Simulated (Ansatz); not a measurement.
Al₂Cu (Fm-3m), clamped-ion strain scan

The calculation used DFT PBEsol, scalar-relativistic, plane waves, PAW in Ansatz 0.2.0. Settings: plane waves to 420 eV, k-mesh 16×16×16 (Γ-centred), Gaussian smearing 0.15 eV. No spin polarisation. Energies are free energies at this smearing, counted from the undisturbed cell; pressure is positive in compression.

Reference structure (relaxed at this level; it needn't be the usual structure):

```
Al Cu
1.0
    -2.02463    2.02463    2.86301
     2.02463   -2.02463    2.86301
     2.02463    2.02463   -2.86301
Al Cu
2 1
Cartesian
  0.0000 2.0246 1.4315
  2.0246 0.0000 1.4315
  0.0000 0.0000 2.8630
```

The cell is strained by ε times the Voigt pattern (0, 0, 1, 0, 0, 0) (xx, yy, zz, yz, xz, xy; engineering shear) with fractional coordinates fixed. The cell is metallic on the mesh throughout.

| ε | ΔE (meV/atom) | stress summed along the pattern (GPa, tension positive) | pressure (GPa) |
| --- | --- | --- | --- |
| -0.1000 | 111.6 | -25.98 | 14.6 |
| -0.0750 | 58.8 | ? | ? |
| -0.0500 | 24.5 | -10.66 | 6.2 |
| -0.0250 | 5.8 | -4.84 | 2.9 |
| 0.0000 | 0.0 | -0.03 | 0.0 |
| 0.0250 | 5.0 | 3.96 | -2.4 |
| 0.0500 | ? | ? | -4.5 |
| 0.0750 | 39.8 | ? | ? |
| 0.0875 | 52.6 | 10.97 | -6.9 |
| 0.1000 | 66.6 | 11.93 | -7.6 |

Task: Give the withheld values.

Result: stress summed along the pattern (GPa, tension positive) at ε = -0.0750: -17.62; pressure (GPa) at ε = -0.0750: 10.1; ΔE (meV/atom) at ε = 0.0500: 18.8; stress summed along the pattern (GPa, tension positive) at ε = 0.0500: 7.24; stress summed along the pattern (GPa, tension positive) at ε = 0.0750: 9.90; pressure (GPa) at ε = 0.0750: -6.2.